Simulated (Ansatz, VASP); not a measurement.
This is a calculation of SiC for VASP 6.6.1. The cell is a database's computed one, not the measured one.

The input INCAR:

```
SYSTEM = SiC
PREC     = Accurate       ! precision mode
ENCUT    = 600            ! plane-wave cutoff, eV
EDIFF    = 1E-7           ! SCF threshold, eV
ISMEAR   = -1             ! smearing method
SIGMA    = 0.05           ! smearing width, eV
LREAL    = .FALSE.        ! projectors in reciprocal space
LASPH    = .TRUE.         ! aspherical terms in the spheres
NELM     = 100            ! most SCF steps
ALGO     = Normal         ! electronic algorithm
ISIF     = 3              ! what is computed and relaxed
LWAVE    = .FALSE.        ! write WAVECAR
LCHARG   = .FALSE.        ! write CHGCAR
GGA      = RE             ! functional
IVDW     = 13             ! dispersion correction
IBRION   = 2              ! ionic algorithm
NSW      = 60             ! ionic steps
EDIFFG   = -0.01          ! ionic threshold
```

KPOINTS

```
regular mesh
0
G
  10 10 3
  0 0 0
```

POSCAR

```
SiC
1.0
    3.0756941497      0.0000000000      0.0000000000
   -1.5378470748      2.6636292679      0.0000000000
    0.0000000000      0.0000000000     10.0706464800
Si C
4 4
Direct
    0.0000000000      0.0000000000      0.1878943800
    0.0000000000      0.0000000000      0.6878943800
    0.3333333333      0.6666666667      0.4378419800
    0.6666666667      0.3333333333      0.9378419800
    0.0000000000      0.0000000000      0.0004600500
    0.0000000000      0.0000000000      0.5004600500
    0.3333333333      0.6666666667      0.2498025900
    0.6666666667      0.3333333333      0.7498025900
```

Potentials or basis: VASP PAW PBE potentials, release 64 (Si, C).

Launch:

```sh
$ cat potpaw_PBE.64/Si/POTCAR potpaw_PBE.64/C/POTCAR > POTCAR
$ mpirun -np 1 vasp_std > vasp.out
```

Problem. What does the same run look like in Ansatz 0.2.0? Potentials or basis there: Ansatz PAW, cutoff 420 eV.

Solution. As run (cutoffs and basis follow the program's own potentials, and thresholds, step limits or extra output files can differ):

input.yaml

```yaml
crystal:
  lattice:
    - [3.0756941497, 0.0, 0.0]
    - [-1.5378470748, 2.6636292679, 0.0]
    - [0.0, 0.0, 10.07064648]
  atoms:
    - { symbol: Si, position: [0.0, 0.0, 0.18789438] }
    - { symbol: Si, position: [0.0, 0.0, 0.68789438] }
    - { symbol: Si, position: [0.3333333333, 0.6666666667, 0.43784198] }
    - { symbol: Si, position: [0.6666666667, 0.3333333333, 0.93784198] }
    - { symbol: C, position: [0.0, 0.0, 0.00046005] }
    - { symbol: C, position: [0.0, 0.0, 0.50046005] }
    - { symbol: C, position: [0.3333333333, 0.6666666667, 0.24980259] }
    - { symbol: C, position: [0.6666666667, 0.3333333333, 0.74980259] }
hamiltonian:
  xc: revpbe
  pseudopotentials: { kind: paw }
  dispersion: d4
kpoints:
  mp_grid: { grid: [10, 10, 3] }
scf:
  occupations: { method: fermi_dirac, width: 0.05 }
output:
  forces: true
  stress: true
relax:
  f_tol: 0.01
  max_steps: 40
  cell: { stress_tol: 0.05 }
```

Potentials or basis: Ansatz PAW.

Launch:

```sh
$ ansatz run input.yaml --threads 2 --pin off --max-ram 5120MiB --backend cpu --events-out ev --progress --plain --runs-dir out
```

Both were run:

|  | VASP | Ansatz |
| --- | --- | --- |
| Relaxed volume | 10.16 Å³/atom | 10.19 Å³/atom |
| Relaxed cell | a = 3.060 Å, b = 3.060 Å, c = 10.020 Å, α = 90.00°, β = 90.00°, γ = 120.00° | a = 3.063 Å, b = 3.063 Å, c = 10.029 Å, α = 90.00°, β = 90.00°, γ = 120.00° |
| Space group after relaxing | P6_3mc (No. 186) | P6_3mc (No. 186) |
| Pressure after relaxing | 0.0 GPa | 0.0 GPa |

Ansatz's pressure holds a Pulay term of +0.25 GPa for its cutoff of 420 eV, which the other run lacks.

VASP's potentials were made for PBE. Ansatz's potentials were made for PBE.

Where Ansatz's input types no cutoff or centring, it takes its own default and a Γ-centred mesh.

Pressure is positive in compression.
